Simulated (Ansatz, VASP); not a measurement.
**Nb, level by level in two programs**

```
CELL_PARAMETERS angstrom
-1.65278 1.65278 1.65278
1.65278 -1.65278 1.65278
1.65278 1.65278 -1.65278
ATOMIC_POSITIONS crystal
Nb 0.00000 0.00000 0.00000
```

Change from the starting cell: volume scaled by 0.98.

Single points on this cell with VASP 6.6.1 and Ansatz 0.2.0. Each row is one pair of runs. Alike in all rows: spin: off; k mesh: 11 × 11 × 11; smearing: fermi-dirac, width 0.05 eV; VASP's potentials, cutoff: VASP PAW PBE potentials, release 64 (Nb_sv), 520 eV.

| level | Ansatz's potentials, cutoff | gap on the k mesh at the Fermi level (eV), VASP | gap on the k mesh at the Fermi level (eV), Ansatz | pressure (GPa), VASP | pressure (GPa), Ansatz |
| --- | --- | --- | --- | --- | --- |
| PBE | Ansatz PAW earlier set, 708 eV | none | none | 1.1 | 1.5 |
| PBE | Ansatz PAW, 420 eV | none | none | 1.1 | 1.5 |
| PBEsol | Ansatz PAW, 420 eV | none | none | -4.8 | -4.5 |

Pressure (GPa): the two programs differ by at most 0.33.

A gap of «none» marks a metal or a gap that the smearing closes.

Caveats: the PAW data sets were made with another functional, which shifts forces and pressure a little (VASP); the PAW data sets come from PBE, with cores solved anew for the run's functional, which leaves a small shift of forces and pressure (Ansatz).
